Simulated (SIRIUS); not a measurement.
## BN under changes of volume

One of the cells (9.476 Å³/atom); the others are scaled copies at fixed shape and fractional positions:

```
N B
1.0
     0.00000    3.49532    2.16609
     1.25163    0.00000    2.16609
     1.25163    3.49532    0.00000
N B
1 1
Direct
  0.66665 0.66665 0.33335
  0.00005 0.00005 0.99995
```

Measurements of this composition are mostly on another form, of space group No. 194.

```yaml
Program: SIRIUS 7.12.0
Functional: PBEsol
Potentials_or_basis: all-electron FP-LAPW
Cutoff: 427 eV
Basis: apw+lo standard
k_mesh: 13 × 13 × 13
Occupations: fermi-dirac, width 0.05 eV
Spin: no spin polarisation
```

```csv
volume (Å³/atom),energy over the lowest point (meV/atom),gap on the mesh (eV)
8.908,29.02,3.83
9.097,12.95,3.82
9.287,?,?
9.476,0.00,3.80
9.666,2.02,3.79
9.855,9.04,3.77
10.045,20.66,3.76
```

What does the run at 9.287 Å³/atom give?

Energy over the lowest point 3.47 meV/atom; gap on the mesh 3.81 eV.

Worked out: A Birch-Murnaghan fit of order 3 (a polynomial in V^(-2/3)) to the other rows has its minimum at 9.50 Å³/atom with B0 = V·E''(V) = 230 GPa and B' = 3.7 at fixed shape and positions, which overstates the stiffness. It gives 3.44 meV/atom at 9.287 Å³/atom, against the run's 3.47. A straight line through the other rows of the gap, of slope -0.585 eV per unit of ln V, gives 3.81 eV, against the run's 3.81.

Energies are extrapolated to zero smearing.

Caveats: an odd mesh through Γ misses points on the zone boundary, where band edges often lie.
